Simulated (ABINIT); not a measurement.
**MgO: equation of state with PBE**

The system is MgO.

```
Mg O
1.0
     0.00000    2.09700    2.09700
     2.09700    0.00000    2.09700
     2.09700    2.09700    0.00000
Mg O
1 1
Direct
  0.00000 0.00000 0.00000
  0.50000 0.50000 0.50000
```

The cell is a database's computed one.

* Program: ABINIT 10.8.3 (patched build)
* Task: equation of state
* Functional: PBE
* Potentials or basis: JTH PAW PBE v2.0
* Cutoff: 490 eV
* k mesh: 11 × 11 × 11
* Occupations: fermi-dirac, width 0.05 eV
* Spin: no spin polarisation
* Fine-grid cutoff: 979.61 eV
* Exchange and correlation inside the PAW spheres: full angular mesh (pawxcdev 0, this build's default; the released program takes 1)

- Equilibrium volume: 9.65 Å³/atom
- Bulk modulus: 148 GPa
- Pressure derivative of the bulk modulus: 4.1 (rough: it moves with the points fitted)

Energy against volume, from the lowest point:
| volume (Å³/atom) | energy (meV/atom) |
| --- | --- |
| 8.668 | 54.59 |
| 8.853 | 34.48 |
| 9.037 | 19.65 |
| 9.221 | 9.31 |
| 9.406 | 2.52 |
| 9.590 | 0.00 |
| 9.775 | 0.61 |

Wall time 59 s on 1 thread of Arm Neoverse V2, with other jobs on the host, peak memory 0.12 GiB.

Caveat: the cutoff is too short for stress, so the log's stress isn't used; pressures at fixed basis lie under the slope of the energies.
